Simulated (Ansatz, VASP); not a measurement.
AlN: VASP beside Ansatz

```
CELL_PARAMETERS angstrom
3.36881 0.00000 0.00000
-1.68441 2.91748 0.00000
0.00000 0.00000 4.25752
ATOMIC_POSITIONS crystal
Al 0.33333 0.66667 0.77291
Al 0.66667 0.33333 0.27291
N 0.33333 0.66667 0.20587
N 0.66667 0.33333 0.70587
```

Change from the starting cell: mode 4 frozen in at -0.185 Å, equal normal strain along x, y and z +0.0167.

Alike in both runs: task single point; functional PBE; k mesh 9 × 9 × 6; occupations gaussian, width 0.05 eV; no spin polarisation.

|  | VASP | Ansatz |
| --- | --- | --- |
| version | VASP 6.6.1 | Ansatz 0.2.0 |
| potentials or method | VASP PAW PBE potentials, release 64 (Al, N) | scalar-relativistic, plane waves, PAW |
| plane-wave cutoff (eV) | 520 | 520 |
| valence electrons in the cell | 16 | 16 |

VASP gave:

* gap on the k mesh at the Fermi level (eV): 3.22
* least direct gap on the mesh (eV): 3.22
* pressure (GPa): -2.9
* largest component of the traceless stress (GPa): 21.43
* rms of the force components (eV/Å): 0.667

**Question.** Estimate Ansatz's values.

**Answer.** gap on the k mesh at the Fermi level (eV): 3.22; least direct gap on the mesh (eV): 3.22; pressure (GPa): -2.7; largest component of the traceless stress (GPa): 21.26; rms of the force components (eV/Å): 0.664.

Atom by atom the forces differ by 0.002 eV/Å (rms over components). The functional is the same, so the differences come from potentials, cutoffs and numerics.

Caveats: forces of over 1 eV/Å show positions far from the minimum, so gaps and moduli don't describe the material at rest.
